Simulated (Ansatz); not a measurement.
The system is Te2Mo.

```
Te Mo
1.0
     3.51820    0.00000    0.00000
    -1.75910    3.04685    0.00000
     0.00000    0.00000   13.97360
Te Mo
4 2
Direct
  0.66667 0.33333 0.37900
  0.33333 0.66667 0.87900
  0.66667 0.33333 0.12100
  0.33333 0.66667 0.62100
  0.66667 0.33333 0.75000
  0.33333 0.66667 0.25000
```

```yaml
Program: Ansatz 0.2.0
Task: relaxation of cell and atoms
Functional: PBE
Potentials_or_basis: Ansatz PAW
Cutoff: "420 eV (not typed: the program's choice for these potentials)"
k_mesh: 9 × 9 × 2
Occupations: fermi-dirac, width 0.05 eV
Spin: no spin polarisation
```

At the start: volume 24.96 Å³/atom.

Q: Where does the relaxation end?

A: It ends after 7 steps and the volume is 27.78 Å³/atom (+11.3 %); space group P6_3/mmc (No. 194, to 0.05 Å).

Step by step:
| step | energy change (eV) | largest force (eV/Å) | volume (Å³) |
| --- | --- | --- | --- |
| 1 | 0.0000 | 0.1747 | 149.79 |
| 2 | -0.0620 | 0.0646 | 156.79 |
| 3 | -0.0772 | 0.0047 | 160.49 |
| 4 | -0.0836 | 0.0191 | 163.57 |
| 5 | -0.0851 | 0.0007 | 166.03 |
| 6 | -0.0851 | 0.0009 | 166.69 |
| 7 | -0.0886 | 0.0004 | 166.69 |

Final structure:
```yaml
crystal:
  lattice:
    - [3.55693, 0.00000, 0.00000]
    - [-1.77846, 3.08039, 0.00000]
    - [0.00000, 0.00000, 15.21362]
  atoms:
    - { symbol: Te, position: [0.66667, 0.33333, 0.36883] }
    - { symbol: Te, position: [0.33333, 0.66667, 0.86883] }
    - { symbol: Te, position: [0.66667, 0.33333, 0.13117] }
    - { symbol: Te, position: [0.33333, 0.66667, 0.63117] }
    - { symbol: Mo, position: [0.66667, 0.33333, 0.75000] }
    - { symbol: Mo, position: [0.33333, 0.66667, 0.25000] }
```

Caveat: the plane-wave basis is chosen anew once the cell has moved, so the energies of steps on either side of that aren't comparable; this functional lacks dispersion, which binds the layers, so the pressure and a relaxed spacing across them are unreliable; the volume moved by +11 % from the deposited cell, more than functionals usually miss.
